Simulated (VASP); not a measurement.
# TiSi2 and the effect of the functional

The cell as given:

```xyz
6
Lattice="0.0000 4.1175 4.2629 2.3895 0.0000 4.2629 2.3895 4.1175 0.0000" Properties=species:S:1:pos:R:3 pbc="T T T"
Ti    3.5843    6.1763    6.3943
Ti    2.3895    4.1175    4.2629
Si    1.1948    3.3975    2.1314
Si    1.1948    0.7200    2.1314
Si    2.3895    1.3387    4.2629
Si    2.3895    6.8963    4.2629
```

The cell is a database's computed one, not the measured one.

Kept alike: task relaxation of cell and atoms; k mesh 5 × 5 × 5; occupations fermi-dirac, width 0.05 eV; no spin polarisation. Program: VASP, PAW files Si, Ti_sv, 600 eV. The mesh is that of the run's cell of 6 atoms. No spin-orbit coupling.

```csv
functional,volume (Å³/atom),first edge of the run's cell (Å),third edge of the run's cell (Å)
AM05,13.678,5.891,4.704
BLYP,15.001,6.068,4.896
LDA,13.508,5.866,4.691
PBE,14.159,5.960,4.770
PBEsol,13.789,5.906,4.722
PW91,14.241,5.970,4.783
RPBE,14.396,5.993,4.798
SCAN,13.996,5.931,4.763
optB88-vdW,14.347,5.980,4.803
r2SCAN,13.983,5.937,4.752
revPBE,14.343,5.986,4.792
vdW-DF-cx,13.954,5.929,4.744
```

The relaxations keep at least the cell's symmetry (Fddd). For a metal such a mesh leaves the last digits unconverged. Relaxations stop with a little pressure left, so the last digits of a volume or edge aren't settled. Potentials were made for PBE (AM05, BLYP, PBE, PBEsol, PW91, RPBE, SCAN, optB88-vdW, r2SCAN, revPBE, vdW-DF-cx); LDA (LDA).

Task: What does the functional change here?

Result: The volume runs from 13.508 (LDA) to 15.001 Å³/atom (BLYP). From PBE: AM05 -0.481; BLYP +0.842; LDA -0.651; PBEsol -0.370; PW91 +0.082; RPBE +0.237; SCAN -0.163; optB88-vdW +0.188; r2SCAN -0.176; revPBE +0.184; vdW-DF-cx -0.205. The first edge of the run's cell runs from 5.866 (LDA) to 6.068 Å (BLYP). From PBE: AM05 -0.069; BLYP +0.108; LDA -0.094; PBEsol -0.054; PW91 +0.010; RPBE +0.033; SCAN -0.029; optB88-vdW +0.020; r2SCAN -0.023; revPBE +0.026; vdW-DF-cx -0.031. The third edge of the run's cell runs from 4.691 (LDA) to 4.896 Å (BLYP). From PBE: AM05 -0.066; BLYP +0.126; LDA -0.079; PBEsol -0.048; PW91 +0.013; RPBE +0.028; SCAN -0.007; optB88-vdW +0.033; r2SCAN -0.018; revPBE +0.022; vdW-DF-cx -0.026.

The functional mainly sets how tightly the Ti 3d-Si 3p network and its metallic electrons are bound. LDA overbinds and gives the smallest cell. Gradient corrections favour inhomogeneous densities and so expand it, only modestly in PBEsol and AM05, whose gradient dependence is tuned to slowly varying densities, and more in revPBE and RPBE, whose exchange enhancement is stronger than PBE's.

BLYP stands well apart from the rest at 15.001 Å³/atom. The probable cause is LYP correlation, which misses the uniform-electron-gas limit and so suits a metallic silicide poorly, though its B88 exchange may contribute. Nonlocal correlation has no uniform signature: vdW-DF-cx falls below PBE and optB88-vdW above it, which suggests that the accompanying exchange matters as much as the dispersion term.

Both edges lengthen from LDA to BLYP, so the response is largely a change of scale, and the small reversals in order between edges and volume don't establish a functional-specific distortion. These volumes don't settle the competition between the C54 and C49 forms.
